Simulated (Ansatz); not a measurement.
BaTiO3:

```
Ba Ti O
1.0
     3.72890   -0.42193    0.02237
    -0.28447    3.27547    3.11008
     0.31643   -2.75371    2.58992
Ba Ti O
1 1 3
Direct
  0.00364 0.99727 0.99850
  0.50025 0.51161 0.51018
  0.99835 0.49282 0.49504
  0.49991 0.50154 0.99454
  0.49786 0.99299 0.49796
```

The cell isn't the ideal one: cell sheared at random, sigma 0.1, atoms nudged by 0.01 Å.

Base run:

| Property | Result |
| --- | --- |
| Program | Ansatz 0.2.0 |
| Functional | PBE |
| Potentials or basis | Ansatz PAW |
| Cutoff | 420 eV (not typed: the program's choice for these potentials) |
| k mesh | 7 × 6 × 7 |
| Occupations | fermi-dirac, width 0.05 eV |
| Spin | no spin polarisation |

Its results: band gap on the k mesh 0.61 eV, indirect (least direct gap 0.70 eV); pressure 17.4 GPa; largest force 0.723 eV/Å.

Task: The run is repeated on the same cell with these changes: hubbard terms from none to Ti d U = 8 eV; hubbard projectors from none to ortho-atomic (the default). What comes out?

Result: Band gap on the k mesh 1.65 eV, indirect (least direct gap 1.72 eV); pressure 20.5 GPa; largest force 0.661 eV/Å.

The U term pushes filled and empty states of the shell apart.

Caveats: spin-orbit coupling is left out, which moves the levels of the heavy elements.
